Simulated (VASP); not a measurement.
# AlN (Fm-3m) in VASP: further runs

Runs on AlN. Level: PBE. Tasks: G0W0 quasiparticle levels.

Everything below comes from runs of VASP 6.6.1. Logs are shortened: lines on timing, memory, paths and dates and some standing lists are left out, and cuts for length are marked.

**1. The crystal as given**

It takes space group Fm-3m (No. 225, cubic). Conventional cell: a = 4.069 Å, b = 4.069 Å, c = 4.069 Å, α = 90.00°, β = 90.00°, γ = 90.00°. Around Al (site symmetry m-3m) lie 6 N at 2.03 Å. N (site symmetry m-3m) has 6 Al at 2.03 Å as nearest neighbours.

Measurements of this composition are mostly on another form, of space group No. 186.

**2. G0W0 quasiparticle levels, PBE**

File POSCAR:

```
AlN
1.0
    0.0000000000      2.0345180000      2.0345180000
    2.0345180000      0.0000000000      2.0345180000
    2.0345180000      2.0345180000      0.0000000000
Al N
1 1
Direct
    0.5000000000      0.5000000000      0.5000000000
    0.0000000000      0.0000000000      0.0000000000
```

File INCAR.step1:

```
SYSTEM = AlN
ALGO = Normal
EDIFF = 1E-8
ENCUT = 450
GGA = PE
ISMEAR = 0
LASPH = .TRUE.
LCHARG = .FALSE.
LREAL = .FALSE.
LWAVE = .TRUE.
NELM = 100
PREC = Accurate
SIGMA = 0.01
```

File INCAR.step2:

```
SYSTEM = AlN
ALGO = Exact
EDIFF = 1E-8
ENCUT = 450
GGA = PE
ISMEAR = 0
ISTART = 1
LASPH = .TRUE.
LCHARG = .FALSE.
LOPTICS = .TRUE.
LREAL = .FALSE.
LWAVE = .TRUE.
NBANDS = 24
NELM = 1
PREC = Accurate
SIGMA = 0.01
```

File INCAR.step3:

```
SYSTEM = AlN
ALGO = EVGW0
EDIFF = 1E-8
ENCUT = 450
ENCUTGW = 50
GGA = PE
ISMEAR = 0
ISTART = 1
LASPH = .TRUE.
LCHARG = .FALSE.
LREAL = .FALSE.
LWAVE = .FALSE.
NBANDS = 24
NBANDSGW = 12
NELMGW = 1
NOMEGA = 48
PREC = Accurate
PRECFOCK = Fast
SIGMA = 0.01
```

File KPOINTS:

```
k-points
0
G
  3 3 3
  0 0 0
```

Potentials or basis: VASP PAW PBE potentials, release 64 (Al_GW, N_GW).

Command:

```
cat potpaw_PBE.64/Al_GW/POTCAR potpaw_PBE.64/N_GW/POTCAR > POTCAR
cp INCAR.step1 INCAR
mpirun -np 1 vasp_std > vasp.out
cp INCAR.step2 INCAR
mpirun -np 1 vasp_std > vasp.out
cp INCAR.step3 INCAR
mpirun -np 1 vasp_std > vasp.out
```

OUTCAR:

```text
SYSTEM = AlN
   EDIFF = 1E-8
   ENCUT = 450
   ENCUTGW = 50
   GGA = PE
   ISMEAR = 0
   ISTART = 1
   LASPH = .TRUE.
   LREAL = .FALSE.
   NELMGW = 1
   PREC = Accurate
   PRECFOCK = Fast

 Found      4 irreducible k-points:

 Following reciprocal coordinates:
            Coordinates               Weight
  0.000000  0.000000  0.000000      1.000000
  0.333333  0.000000  0.000000      8.000000
  0.333333  0.333333  0.000000      6.000000
 -0.333333  0.333333  0.000000     12.000000
   k-points           NKPTS =      4   k-points in BZ     NKDIM =     27   number of bands    NBANDS=     24
   number of dos      NEDOS =    301   number of ions     NIONS =      2
   total plane-waves  NPLWV =   8000
   dimension x,y,z NGX =    20 NGY =   20 NGZ =   20
   dimension x,y,z NGXF=    40 NGYF=   40 NGZF=   40
   ions per type =               1   1
   NGX,Y,Z   is equivalent  to a cutoff of  11.56, 11.56, 11.56 a.u.
   NGXF,Y,Z  is equivalent  to a cutoff of  23.11, 23.11, 23.11 a.u.
 SYSTEM =  AlN
   PREC   = accura    normal or accurate (medium, high low for compatibility)
   ISTART =      1    job   : 0-new  1-cont  2-samecut
   ICHARG =      0    charge: 1-file 2-atom 10-const
   ISPIN  =      1    spin polarized calculation?
   LNONCOLLINEAR =      F non collinear calculations
   LSORBIT =      F    spin-orbit coupling
   LASPH  =      T    aspherical Exc in radial PAW
   ENCUT  =  450.0 eV  33.07 Ry    5.75 a.u.   4.98  4.98  4.98*2*pi/ulx,y,z
   NELM   =     60;   NELMIN=  2; NELMDL=  0     # of ELM steps
   EDIFF  = 0.1E-07   stopping-criterion for ELM
   LREAL  =      F    real-space projection
   EDIFFG = 0.1E-06   stopping-criterion for IOM
   NSW    =      0    number of steps for IOM
   IBRION =     -1    ionic relax: 0-MD 1-quasi-New 2-CG
   NFREE  =      0    steps in history (QN), initial steepest desc. (CG)
   ISIF   =      0    stress and relaxation
   ISYM   =      3    0-nonsym 1-usesym 2-fastsym
   POTIM  = 0.5000    time-step for ionic-motion
   TEBEG  =    0.0;   TEEND  =   0.0 temperature during run
   PSTRESS=    0.0 pullay stress
   NELECT =       8.0000    total number of electrons
   NUPDOWN=      -1.0000    fix difference up-down
   EMIN   =  10.00;   EMAX   =-10.00  energy-range for DOS
   EFERMI =   0.00;   METHOD = LEGACY
   ISMEAR =     0;   SIGMA  =   0.01  broadening in eV -4-tet -1-fermi 0-gaus
   EFERMI_NEDOS =   21; number of points for ismear=-14 and -15
   IALGO  =     38    algorithm
   IMIX   =      4    mixing-type and parameters
     AMIX     =   0.40;   BMIX     =  1.00
     AMIX_MAG =   1.60;   BMIX_MAG =  1.00
  volume/ion in A,a.u.               =       8.42        56.83
  Fermi-wavevector in a.u.,A,eV,Ry     =   1.277321  2.413786 22.198561  1.631548
  Thomas-Fermi vector in A             =   2.409927
   LORBIT       =      0    0 simple, 1 ext, 2 COOP (PROOUT), +10 PAW based schemes
   GGA     = PE    functional components
   LHFCALC =     T    Hartree Fock is set to
   PRECFOCK=fast      Normal, Fast or Accurate (Low or Medium for compatibility)
   ENCUT4O =  -1.0   cutoff for four orbital integrals eV
   NKREDX  =     1    reduce k-point grid by
   NKREDY  =     1    reduce k-point grid by
   NKREDZ  =     1    reduce k-point grid by
   AEXX    =    1.0000 exact exchange contribution
   HFSCREEN=    0.0000 screening length (either q_TF or 0.3 A-1)
   HFSCREENC=   0.0000 screening length for correlation (either q_TF or 0.3 A-1)
   ENCUTFOCK=  -1.0 apply spherical cutoff to Coloumb kernel
   IVDW    =     0    specifies the selected vdW correction
   LEPSILON=     F    determine dielectric tensor
   LRPA    =     F    only Hartree local field effects (RPA)
   LRPAFORCE           =     F    calculate RPA forces
   ENCUTGW             =  50.0    cutoff for response function in eV
   ENCUTGWSOFT         =  40.0    soft cutoff for Coulomb kernel in GW response function in eV
   ENCUTLF             =  -1.0    cutoff for local field effects
   NELMGW              =     1    number of iterations in solving QP/BSE equation
   NELMHF              =     1    number of iterations in the inner HF iteration
   NKREDLFX            =     1    NKREDLFY  =   1   NKREDLFZ  =   1
 non-spin polarized calculation
 Gauss-broadening in eV      SIGMA  =   0.01
  energy-cutoff  :      450.00
  volume of cell :       16.84
 maximum number of plane-waves:       375
  NGX = 12; NGY = 12; NGZ = 12
   NGX =  9   NGY =  9   NGZ =  9
 maximum number of plane-waves:        15
 NGX is ok and might be reduce to    10

 QP shifts <psi_nk| G(iteration)W_0 |psi_nk>: iteration 1
 for sc-GW calculations column KS-energies equals QP-energies in previous step
 and V_xc(KS)=  KS-energies - (<T + V_ion + V_H > + <T+V_H+V_ion>^1  + <V_x>^1)

 k-point   1 :       0.0000    0.0000    0.0000
  band No.  KS-energies  QP-energies   sigma(KS)   V_xc(KS)     V^pw_x(r,r')   Z            occupation Imag(sigma)

      1      -8.8173     -10.0457     -16.2754     -14.5807     -24.7400       0.7249       2.0000       1.4073
      2       8.6417       8.6289     -17.3522     -17.3363     -21.4544       0.8014       2.0000       0.1364
      3       8.6417       8.6289     -17.3522     -17.3363     -21.4544       0.8014       2.0000       0.1364
      4       8.6417       8.6289     -17.3522     -17.3363     -21.4544       0.8014       2.0000       0.1364
      5      13.9874      15.1958     -13.0937     -14.5892      -8.4956       0.8080       0.0000      -0.1332
      6      20.5617      21.6743      -9.2354     -10.5978      -4.3058       0.8166       0.0000      -0.1694
      7      20.5617      21.6743      -9.2354     -10.5978      -4.3058       0.8166       0.0000      -0.1694
      8      20.5617      21.6743      -9.2354     -10.5978      -4.3058       0.8166       0.0000      -0.1694
      9      25.6576      26.1795      -8.7223      -9.4009      -2.4763       0.7690       0.0000      -0.4885
     10      26.0934      27.6046      -9.5921     -11.4784      -4.4140       0.8012       0.0000      -0.2671
     11      26.0934      27.6046      -9.5921     -11.4784      -4.4140       0.8012       0.0000      -0.2671
     12      26.9887      28.3776      -9.3668     -11.1255      -2.8392       0.7897       0.0000      -0.5826

 k-point   2 :       0.3333    0.0000    0.0000
  band No.  KS-energies  QP-energies   sigma(KS)   V_xc(KS)     V^pw_x(r,r')   Z            occupation Imag(sigma)

      1      -6.7795      -8.0300     -17.0382     -15.3479     -25.0140       0.7399       2.0000       1.1672
      2       2.4183       1.7108     -15.1283     -14.2132     -19.8467       0.7732       2.0000       0.2338
      3       7.8138       7.6825     -16.9637     -16.7998     -21.1358       0.8009       2.0000       0.1423
      4       7.8138       7.6825     -16.9637     -16.7998     -21.1358       0.8009       2.0000       0.1423
      5      14.9152      15.9435     -11.1806     -12.4413      -6.5533       0.8156       0.0000      -0.1347
      6      19.9451      21.1756      -9.4297     -10.9479      -4.4350       0.8105       0.0000      -0.1751
      7      19.9451      21.1756      -9.4297     -10.9479      -4.4350       0.8105       0.0000      -0.1751
      8      20.5265      22.4651     -13.0335     -15.5074      -7.9218       0.7836       0.0000      -0.2112
      9      24.7169      25.7307      -8.7766     -10.0992      -2.5506       0.7665       0.0000      -0.3918
     10      26.1280      27.4541      -9.5161     -11.1890      -3.7446       0.7927       0.0000      -0.3791
     11      26.1280      27.4541      -9.5161     -11.1890      -3.7446       0.7927       0.0000      -0.3791
     12      35.9566      37.9704      -9.8510     -12.4202      -3.1438       0.7838       0.0000      -1.0331

 k-point   3 :       0.3333    0.3333    0.0000
  band No.  KS-energies  QP-energies   sigma(KS)   V_xc(KS)     V^pw_x(r,r')   Z            occupation Imag(sigma)

      1      -6.1446      -7.4272     -17.2594     -15.6318     -25.1383       0.7881       2.0000       1.1140
      2       3.1981       2.5367     -15.6993     -14.8519     -20.3330       0.7806       2.0000       0.2111
      3       6.3898       6.0410     -16.2197     -15.7805     -20.4914       0.7942       2.0000       0.1538
      4       6.3898       6.0410     -16.2197     -15.7805     -20.4914       0.7942       2.0000       0.1538
      5      14.5362      15.6636     -10.2200     -11.5984      -5.7147       0.8179       0.0000      -0.1286
      6      14.7645      15.5516      -9.1845     -10.1370      -4.6570       0.8264       0.0000      -0.1245
      7      20.6610      22.4951     -12.7692     -15.1055      -7.5327       0.7850       0.0000      -0.2193
      8      24.3480      26.0450     -11.1178     -13.3184      -5.2756       0.7712       0.0000      -0.3364
      9      24.3480      26.0450     -11.1178     -13.3184      -5.2756       0.7712       0.0000      -0.3364
     10      29.3535      31.0010      -9.6033     -11.6555      -4.1244       0.8028       0.0000      -0.4242
     11      33.2533      34.6707      -8.3832     -10.1294      -1.8393       0.8118       0.0000      -0.8500
     12      33.2533      34.6707      -8.3832     -10.1294      -1.8393       0.8118       0.0000      -0.8500

 k-point   4 :      -0.3333    0.3333    0.0000
  band No.  KS-energies  QP-energies   sigma(KS)   V_xc(KS)     V^pw_x(r,r')   Z            occupation Imag(sigma)

      1      -4.8088      -5.9690     -18.1769     -16.6935     -26.0140       0.7822       2.0000       0.9648
      2       2.4746       1.7843     -14.6095     -13.7207     -19.1605       0.7766       2.0000       0.2252
      3       2.7783       2.0677     -14.6814     -13.7665     -19.2138       0.7768       2.0000       0.2183
      4       6.7059       6.4159     -16.3953     -16.0313     -20.6362       0.7967       2.0000       0.1509
      5      14.9498      15.9576      -9.7462     -10.9767      -5.1572       0.8190       0.0000      -0.1296
      6      18.9625      20.7197     -12.5382     -14.7418      -7.8571       0.7974       0.0000      -0.1653
      7      20.4572      22.2375     -12.5131     -14.7639      -7.5244       0.7909       0.0000      -0.1994
      8      21.9832      23.5327     -10.3146     -12.2465      -4.9831       0.8020       0.0000      -0.2381
      9      24.8370      26.0466      -9.8312     -11.3985      -3.7527       0.7718       0.0000      -0.3669
     10      28.3344      29.5661      -9.0136     -10.5322      -3.1688       0.8111       0.0000      -0.5066
     11      31.7419      33.1252      -8.9068     -10.6832      -2.2499       0.7787       0.0000      -0.7574
     12      35.0344      37.0336     -10.4063     -12.9358      -3.8165       0.7903       0.0000      -1.0046
```

Run time: 13 s. Hardware: 1 thread of Intel Xeon Platinum 8488C (Sapphire Rapids), shared host; peak memory 0.13 GiB.

The run converged, but some of its settings lie outside the range that counts as converged, so its numbers aren't taken as properties of the crystal.

What came out:

| Quantity | Value |
| --- | --- |
| Band gap on the k mesh, mean-field level | 5.35 eV, direct |
| Quasiparticle gap | 6.57 eV |
| Least direct quasiparticle gap | 6.57 eV |

Caveat: the k mesh is coarse (spacing up to 0.89 Å⁻¹), so the values aren't converged; bands, screening cutoff and mesh are small and nothing is extrapolated, so the quasiparticle values aren't converged.

**3. G0W0 quasiparticle levels, PBE**

POSCAR is that of step 2.

INCAR.step1 is that of step 2.

Edit INCAR.step2 of step 2 so:

```diff
@@ -12,3 +12,3 @@
 LWAVE = .TRUE.
-NBANDS = 24
+NBANDS = 44
 NELM = 1
```

Edit INCAR.step3 of step 2 so:

```diff
@@ -4,3 +4,3 @@
 ENCUT = 450
-ENCUTGW = 50
+ENCUTGW = 150
 GGA = PE
@@ -12,3 +12,3 @@
 LWAVE = .FALSE.
-NBANDS = 24
+NBANDS = 44
 NBANDSGW = 12
```

File KPOINTS:

```
k-points
0
G
  2 2 2
  0 0 0
```

Potentials or basis: VASP PAW PBE potentials, release 64 (Al_GW, N_GW).

Command:

```
cat potpaw_PBE.64/Al_GW/POTCAR potpaw_PBE.64/N_GW/POTCAR > POTCAR
cp INCAR.step1 INCAR
mpirun -np 1 vasp_std > vasp.out
cp INCAR.step2 INCAR
mpirun -np 1 vasp_std > vasp.out
cp INCAR.step3 INCAR
mpirun -np 1 vasp_std > vasp.out
```

OUTCAR:

```text
SYSTEM = AlN
   EDIFF = 1E-8
   ENCUT = 450
   ENCUTGW = 150
   GGA = PE
   ISMEAR = 0
   ISTART = 1
   LASPH = .TRUE.
   LREAL = .FALSE.
   NELMGW = 1
   PREC = Accurate
   PRECFOCK = Fast

 Found      3 irreducible k-points:

 Following reciprocal coordinates:
[... 85 lines left out ...]

      1      -8.5245     -10.0869     -16.7892     -14.4526     -24.4364       0.6686       2.0000       0.9907
      2       9.1209       8.6940     -17.8589     -17.3171     -22.2179       0.7878       2.0000       0.1698
      3       9.1209       8.6940     -17.8589     -17.3171     -22.2179       0.7878       2.0000       0.1698
      4       9.1209       8.6940     -17.8589     -17.3171     -22.2179       0.7878       2.0000       0.1698
      5      14.3343      15.2812     -13.4032     -14.6029      -7.8314       0.7893       0.0000      -0.1804
      6      20.6004      21.1675      -9.7722     -10.4679      -3.9542       0.8151       0.0000      -0.1762
      7      20.6004      21.1675      -9.7722     -10.4679      -3.9542       0.8151       0.0000      -0.1762
      8      20.6004      21.1675      -9.7722     -10.4679      -3.9542       0.8151       0.0000      -0.1762
      9      25.7490      25.6055      -9.2827      -9.0953      -2.1919       0.7654       0.0000      -0.6556
     10      26.1206      27.0507     -10.3104     -11.4464      -4.3472       0.8189       0.0000      -0.2667
     11      26.1206      27.0507     -10.3104     -11.4464      -4.3472       0.8189       0.0000      -0.2667
     12      26.9951      27.8018     -10.0165     -11.0440      -2.7579       0.7851       0.0000      -0.6482
[... 20 lines left out ...]
      1      -4.1762      -5.5729     -18.5897     -16.8144     -25.9505       0.7868       2.0000       1.2417
      2       1.5011       0.4226     -14.5839     -13.2079     -19.2039       0.7838       2.0000       0.1980
      3       6.1920       5.4243     -16.3765     -15.4165     -20.8179       0.7997       2.0000       0.1542
      4       6.1920       5.4243     -16.3765     -15.4165     -20.8179       0.7997       2.0000       0.1542
      5      12.9249      13.5617     -10.4143     -11.1933      -5.0941       0.8174       0.0000      -0.1436
      6      13.8632      14.1389      -9.5838      -9.9195      -4.1730       0.8211       0.0000      -0.1506
      7      22.9270      24.3022     -14.2954     -16.0446      -7.9717       0.7862       0.0000      -0.4060
      8      25.7419      26.9539     -12.3054     -13.8740      -5.3577       0.7727       0.0000      -0.5400
      9      25.7419      26.9539     -12.3054     -13.8740      -5.3577       0.7727       0.0000      -0.5400
     10      31.3880      32.5851     -10.4216     -11.9070      -4.1279       0.8059       0.0000      -0.3509
     11      34.2533      35.2856     -11.5821     -12.9264      -3.9808       0.7680       0.0000      -0.9268
     12      35.6564      36.2625      -9.1085      -9.8955      -1.7031       0.7703       0.0000      -0.9028
```

OUTCAR.step1:

```text
SYSTEM = AlN
   EDIFF = 1E-8
   ENCUT = 450
   GGA = PE
   ISMEAR = 0
   LASPH = .TRUE.
   LREAL = .FALSE.
[... 139 lines left out ...]
      2.03452      2.03452      2.03452         0.000000      0.000000      0.000000
      0.00000      0.00000      0.00000        -0.000000     -0.000000     -0.000000
 -----------------------------------------------------------------------------------
    total drift:                                0.000000     -0.000000     -0.000000

  FREE ENERGIE OF THE ION-ELECTRON SYSTEM (eV)
  ---------------------------------------------------
  free  energy   TOTEN  =       -12.3351395351 eV

  energy  without entropy=      -12.3351395351  energy(sigma->0) =      -12.33513954
```

It took 10 s on 1 thread of Intel Xeon Platinum 8488C (Sapphire Rapids), shared host; peak memory 0.12 GiB.

The run converged, but some of its settings lie outside the range that counts as converged, so its numbers aren't taken as properties of the crystal.

Results:

```yaml
Band_gap_on_the_k_mesh_mean-field_level: 3.80 eV, indirect (least direct gap 5.21 eV)
Quasiparticle_gap: 4.87 eV
Least_direct_quasiparticle_gap: 6.59 eV
```

Caveat: the k mesh is coarse (spacing up to 1.34 Å⁻¹), so the values aren't converged; bands, screening cutoff and mesh are small and nothing is extrapolated, so the quasiparticle values aren't converged.

[end of part 1 of 2]
